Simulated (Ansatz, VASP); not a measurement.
**Si: VASP beside Ansatz**

```xyz
2
Lattice="0.0000 2.6197 2.5261 2.6197 0.0000 2.5261 2.6197 2.6197 0.0000" Properties=species:S:1:pos:R:3 pbc="T T T"
Si    2.6197    2.6197    2.5261
Si    3.9295    3.9295    3.7892
```

Alike in both runs: task single point; functional LDA; k mesh 12 × 12 × 12; occupations gaussian, width 0.05 eV; no spin polarisation.

|  | VASP | Ansatz |
| --- | --- | --- |
| version | VASP 6.6.1 | Ansatz 0.2.0 |
| potentials or method | VASP PAW LDA potentials, release 64 (Si) | scalar-relativistic, plane waves, PAW |
| plane-wave cutoff (eV) | 520 | 420 |
| valence electrons in the cell | 8 | 8 |

|  | VASP | Ansatz | Ansatz less VASP |
| --- | --- | --- | --- |
| gap on the k mesh at the Fermi level (eV) | none | none | - |
| pressure (GPa) | 16.1 | 16.1 | -0.09 |
| largest component of the traceless stress (GPa) | 1.95 | 1.95 | +0.004 |

A gap of «none» marks a metal or a gap that the smearing closes. Ansatz warned: «pseudo_functional_mismatch».

Caveats: so large a pressure means that the cell lies far from this level's equilibrium, or that cutoff or potentials fall short (VASP).
